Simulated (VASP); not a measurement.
A run of VASP 6.6.1:

The input INCAR:

```
SYSTEM = Al
PREC = Accurate
ENCUT = 600
EDIFF = 1E-6
ISMEAR = 1
SIGMA = 0.1
LREAL = .False.
LASPH = .True.
NELM = 60
ALGO = Normal
ISIF = 3
LWAVE = .False.
LCHARG = .False.
GGA = PS
IBRION = 2
NSW = 60
EDIFFG = -0.01
```

Contents of KPOINTS:

```
regular mesh
0
Gamma
  10 10 10
  0 0 0
```

The input POSCAR:

```
Al
1.0
    2.7217600000      0.0000000000      0.0000000000
    0.0000000000      2.7217600000      0.0000000000
    0.0000000000      0.0000000000      2.7217600000
Al
1
Direct
    0.0000000000      0.0000000000      0.0000000000
```

Potentials or basis: VASP PAW PBE potentials, release 64 (Al).

Launch:

```console
$ cat potpaw_PBE.64/Al/POTCAR > POTCAR
$ mpirun -np 1 vasp_std > vasp.out
```

Hardware: 1 thread of Intel(R) Xeon(R) Platinum 8259CL CPU @ 2.50GHz (Skylake/Cascade Lake), with other jobs on the host.

Problem. Estimate the wall time of this run.

Solution. It took 5.7 s on 1 thread of Intel(R) Xeon(R) Platinum 8259CL CPU @ 2.50GHz (Skylake/Cascade Lake) (shared host), peak memory 0.14 GiB. Counts: scf iterations 14, k points 56, ion steps 2.
